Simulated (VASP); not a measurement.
Mg:

```
Mg
1.0
    -1.83599    1.83599    1.67940
     1.83599   -1.83599    1.67940
     1.83599    1.83599   -1.67940
Mg
1
Cartesian
  0.0000 0.0000 0.0000
```

This isn't the form of Mg at room conditions, which is hcp.

```yaml
Program: VASP 6.6.1
Task: relaxation of cell and atoms
Functional: BLYP
Potentials_or_basis: VASP PAW PBE potentials, release 64 (Mg)
Cutoff: 600 eV
k_mesh: 11 × 11 × 11
Occupations: fermi-dirac, width 0.05 eV
Spin: no spin polarisation
```

At the start: pressure 1.3 GPa; volume 22.64 Å³/atom.

Task: How do energy, volume and symmetry change on relaxing?

Result: Over 10 steps the energy falls by 9.2 meV/atom and the volume is 23.68 Å³/atom (+4.6 %); space group I4/mmm (No. 139, to 0.05 Å).

The path:
| step | energy change (eV) | largest force (eV/Å) | pressure (GPa) | volume (Å³) |
| --- | --- | --- | --- | --- |
| 1 | 0.0000 | 0.0000 | 1.25 | 22.64 |
| 2 | -0.0032 | 0.0000 | 0.40 | 23.23 |
| 3 | -0.0037 | 0.0000 | -0.04 | 23.56 |
| 4 | -0.0042 | 0.0000 | -0.06 | 23.59 |
| 5 | -0.0063 | 0.0000 | -0.12 | 23.67 |
| 6 | -0.0091 | 0.0000 | -0.17 | 23.81 |
| 7 | -0.0091 | 0.0000 | -0.17 | 23.78 |
| 8 | -0.0091 | 0.0000 | -0.17 | 23.79 |
| 9 | -0.0091 | 0.0000 | 0.17 | 23.54 |
| 10 | -0.0092 | 0.0000 | -0.03 | 23.68 |

Final structure:
```yaml
crystal:
  lattice:
    - [-1.90463, 1.90463, 1.63200]
    - [1.90463, -1.90463, 1.63200]
    - [1.90463, 1.90463, -1.63200]
  atoms:
    - { symbol: Mg, position: [0.00000, 0.00000, 0.00000] }
```

Caveat: the PAW data sets were made with another functional, which shifts forces and pressure a little.
